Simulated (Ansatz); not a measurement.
CO2 (P4_2/mnm) under strain

CO2 (P4_2/mnm) from a database structure, relaxed with r2SCAN+rVV10 in Ansatz 0.2.0. The symmetry is P4_2/mnm (No. 136, tetragonal); a = 4.193 Å, c = 4.605 Å in the conventional setting, 13.49 Å³ an atom. C has 2 O at 1.16 Å; O has 1 C at 1.16 Å.

The axes x, y and z are those of this cell:
```yaml
crystal:
  lattice:
    - [4.19256, 0.00000, 0.00000]
    - [0.00000, 4.19256, 0.00000]
    - [0.00000, 0.00000, 4.60512]
  atoms:
    - { symbol: C, position: [0.50000, 0.50000, 0.50000] }
    - { symbol: C, position: [0.00000, 0.00000, 0.00000] }
    - { symbol: O, position: [0.30427, 0.69573, 0.50000] }
    - { symbol: O, position: [0.69573, 0.30427, 0.50000] }
    - { symbol: O, position: [0.19573, 0.19573, 0.00000] }
    - { symbol: O, position: [0.80427, 0.80427, 0.00000] }
```

Unstrained: With PBE the valence top lies at A and the conduction bottom at Γ, 6.687 eV higher; the smallest vertical gap, at Γ, is 7.180 eV. With r2SCAN the valence top lies at A and the conduction bottom at Γ, 7.280 eV higher; the smallest vertical gap, at Γ, is 7.785 eV. The HSE06 gap is indirect, 8.425 eV (A to Γ), below the direct gap of 8.952 eV at Γ. Meshes: PBE 6×6×6, r2SCAN 6×6×6, HSE06 4×4×4. Strains are changes of length per length. After each strain the atoms were relaxed again with r2SCAN+rVV10 within the symmetry that the strain leaves, so tilts or polar shifts that break it weren't tested; points keep the names that they have in the unstrained zone. No spin polarisation and no zero-point or thermal motion.

Changes of the least gap in eV (an overlap counts as a negative gap):
```tsv
strain	volume change (%)	space group	PBE	r2SCAN	HSE06
isotropic -5.36 % on every length	-15.2	P4_2/mnm	+0.135	+0.149	+0.199
epitaxial -4.99 % in the xy plane, free normal strain +4.72 %	-5.5	P4_2/mnm	-0.139	-0.147	-0.142
isotropic +0.35 % on every length	+1.1	P4_2/mnm	-0.007	-0.005	-0.009
```

Isotropic -5.36 % on every length. HSE06: the gap goes from 8.425 to 8.624 eV (+0.199 eV); the edges go from A → Γ to (-1/2, -1/2, 0.453) → Γ. Stress change with PBE, compression positive: xx +4.45, yy +4.45, zz +4.41 GPa.

Epitaxial -4.99 % in the xy plane, free normal strain +4.72 %. HSE06: the gap goes from 8.425 to 8.283 eV (-0.142 eV); the edges go from A → Γ to (-1/2, -1/2, 0.370) → Γ. Stress change with PBE, compression positive: xx +1.48, yy +1.48, zz +0.44 GPa.

Isotropic +0.35 % on every length. HSE06: the gap goes from 8.425 to 8.416 eV (-0.009 eV); the edges go from A → Γ to (-1/2, -1/2, 0.479) → Γ. Stress change with PBE, compression positive: xx -0.17, yy -0.17, zz -0.17 GPa.

The meshes of the hybrids are coarse, so their gaps aren't converged to the digits shown.
